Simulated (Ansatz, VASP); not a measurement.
## Si in VASP and in Ansatz

```xyz
2
Lattice="0.0000 2.7755 2.7755 2.7755 0.0000 2.7755 2.7755 2.7755 0.0000" Properties=species:S:1:pos:R:3 pbc="T T T"
Si    0.0000    0.0000    0.0000
Si    1.3878    1.3878    1.3878
```

Alike in both runs: task single point; functional r2SCAN; k mesh 6 × 6 × 6; no spin polarisation.

|  | VASP | Ansatz |
| --- | --- | --- |
| version | VASP 6.6.1 | Ansatz 0.2.0 |
| potentials or method | VASP PAW PBE potentials, release 64 (Si) | plane waves, PAW |
| plane-wave cutoff (eV) | 520 | 500 |
| occupations | gaussian, width 0.01 eV | fixed |
| valence electrons in the cell | 8 | 8 |

VASP gave:

| Item | Value |
| --- | --- |
| gap on the k mesh at the Fermi level (eV) | 1.01 |
| pressure (GPa) | -5.2 |

Problem. What did Ansatz give for the same quantities?

Solution. gap on the k mesh at the Fermi level (eV): 0.99; pressure (GPa): -5.0.

Caveats: the PAW data sets were made with another functional, which shifts forces and pressure a little (VASP). A k mesh can miss the band edges. r2SCAN opens gaps a little over a GGA but as a rule still falls short of measured ones.
